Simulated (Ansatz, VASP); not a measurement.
**One calculation of Li, two programs**

INCAR

```
  ALGO = Normal
  EDIFF = 1E-6
  EDIFFG = -0.005
  ENCUT = 600
  GGA = PE
  IBRION = 2
  ISIF = 3
  ISMEAR = 0
  IVDW = 12
  LASPH = T
  LCHARG = F
  LREAL = F
  LWAVE = F
  NELM = 80
  NSW = 100
  PREC = Accurate
  SIGMA = 0.1
```

The input KPOINTS:

```
k-points
0
Gamma
  18 18 18
```

POSCAR

```
Li
1.0
   -1.6625257875      1.6625257875      1.6625257875
    1.6625257875     -1.6625257875      1.6625257875
    1.6625257875      1.6625257875     -1.6625257875
Li
1
Direct
    0.0000000000      0.0000000000      0.0000000000
```

Input for Ansatz:

```yaml
crystal:
  lattice:
    - [-1.6625257875, 1.6625257875, 1.6625257875]
    - [1.6625257875, -1.6625257875, 1.6625257875]
    - [1.6625257875, 1.6625257875, -1.6625257875]
  atoms:
    - { symbol: Li, position: [0.0, 0.0, 0.0] }
basis:
  ecutwfc: 420
kpoints:
  mp_grid: { grid: [18, 18, 18] }
hamiltonian:
  xc: pbe
  dispersion: d3bj
scf:
  occupations: { method: gaussian, width: 0.1 }
output:
  forces: true
  stress: true
  eigenvalues: true
relax:
  adjacent_minimum: "off"
  f_tol: 0.005
  max_steps: 80
  cell: { stress_tol: 0.05 }
```

Alike in both runs: task relaxation of cell and atoms; functional PBE; dispersion D3(BJ); k mesh 18 × 18 × 18; occupations gaussian, width 0.1 eV; no spin polarisation.

|  | VASP | Ansatz |
| --- | --- | --- |
| version | VASP 6.6.1 | Ansatz 0.2.0 |
| potentials or method | VASP PAW PBE potentials, release 64 (Li_sv) | scalar-relativistic, plane waves, PAW |
| plane-wave cutoff (eV) | 600 | 420 |
| valence electrons in the cell | 3 | 3 |

|  | VASP | Ansatz | Ansatz less VASP |
| --- | --- | --- | --- |
| gap on the k mesh at the Fermi level, each at its own relaxed structure (eV) | none | none | - |
| relaxed volume (Å³/atom) | 18.20 | 18.38 | +0.182 |
| relaxed cell length with the largest relative difference (Å) | 2.870 | 2.880 | +0.0095 |

A gap of «none» marks a metal or a gap that the smearing closes.

Caveats: the cutoff is under 1.25 times the usual one of these potentials, so pressure, stress and relaxed cells hold a basis-set (Pulay) error (VASP); pairwise dispersion overbinds metals, which lowers pressure and volume.
